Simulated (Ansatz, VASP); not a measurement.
CaO in VASP and in Ansatz

```
CELL_PARAMETERS angstrom
0.00000 2.45070 2.45070
2.45070 0.00000 2.45070
2.45070 2.45070 0.00000
ATOMIC_POSITIONS crystal
Ca 0.00000 0.00000 0.00000
O 0.50000 0.50000 0.50000
```

Change from the starting cell: volume scaled by 1.06.

Alike in both runs: task single point; functional PBE; k mesh 10 × 10 × 10; occupations fermi-dirac, width 0.05 eV; no spin polarisation.

```csv
,VASP,Ansatz
version,VASP 6.6.1,Ansatz 0.2.0
potentials or method,"VASP PAW PBE potentials, release 64 (Ca_sv, O)",Ansatz PAW
plane-wave cutoff (eV),520,420
valence electrons in the cell,16,16
```

VASP gave:

```
gap on the k mesh at the Fermi level (eV) : 3.64
least direct gap on the mesh (eV)         : 4.03
pressure (GPa)                            : -3.7
```

Task: What did Ansatz give for the same quantities?

Result: gap on the k mesh at the Fermi level (eV): 3.66; least direct gap on the mesh (eV): 4.04; pressure (GPa): -4.2.

Caveats: the pressure holds a Pulay correction of +0.4 GPa for the finite cutoff (Ansatz). A k mesh can miss the band edges.
